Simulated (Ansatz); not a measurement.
# Field gradients of LaH3O3 from run to run

Cell of run 1: a Materials Project structure (computed, not necessarily an observed phase), taken as it stands.

```cif
data_structure
_symmetry_space_group_name_H-M 'P 1'
_symmetry_Int_Tables_number 1
_cell_length_a 6.5145
_cell_length_b 6.5145
_cell_length_c 3.8346
_cell_angle_alpha 90.000
_cell_angle_beta 90.000
_cell_angle_gamma 120.000
_cell_volume 140.93
loop_
_atom_site_label
_atom_site_type_symbol
_atom_site_fract_x
_atom_site_fract_y
_atom_site_fract_z
_atom_site_occupancy
La1 La 0.33333 0.66667 0.31664 1
La2 La 0.66667 0.33333 0.81664 1
H3 H 0.86783 0.72487 0.34948 1
H4 H 0.85705 0.13217 0.34948 1
H5 H 0.27513 0.14295 0.34948 1
H6 H 0.13217 0.27513 0.84948 1
H7 H 0.14295 0.86783 0.84948 1
H8 H 0.72487 0.85705 0.84948 1
O9 O 0.91947 0.61154 0.30617 1
O10 O 0.69206 0.08053 0.30617 1
O11 O 0.38846 0.30794 0.30617 1
O12 O 0.08053 0.38846 0.80617 1
O13 O 0.30794 0.91947 0.80617 1
O14 O 0.61154 0.69206 0.80617 1
```

Atom numbers follow the list; atoms alike are taken as one site, whose name carries the number of the first.

All runs are DFT with Ansatz 0.2.0 (plane waves and PAW, scalar-relativistic unless spin–orbit coupling is named, Γ-centred meshes, Fermi–Dirac smearing where given) in this cell.

Run 1: PBE, atoms as given; 420 eV, 4×4×6 k-points, smearing 0.02 eV.
Run 2: r2SCAN, atoms as given; 500 eV, 4×4×6 k-points, smearing 0.02 eV.
Run 3: PBE with spin–orbit coupling, atoms as given; 420 eV, 4×4×6 k-points, smearing 0.02 eV.

| run | La V_zz (η) | H V_zz (η) | O V_zz (η) |
| --- | --- | --- | --- |
| 1 | -3.96 (0.00) | 4.47 (0.01) | 12.33 (0.07) |
| 2 | ? | ? | ? |
| 3 | -3.97 (0.00) | 4.47 (0.01) | 12.33 (0.07) |

V_zz in 10²¹ V/m².

Task: Estimate the row of run 2.

Result: La: -3.96 (0.00); H: 4.40 (0.01); O: 13.00 (0.07). It lies nearest to run 3, from whose tensors on these sites it differs by 0.67 at most (largest principal value of the difference, on O). Taken one at a time, the functional (r2SCAN with its higher cutoff) moves the tensors on these sites by up to 0.67 (largest principal value of the change, on O), spin–orbit coupling by 0.02.
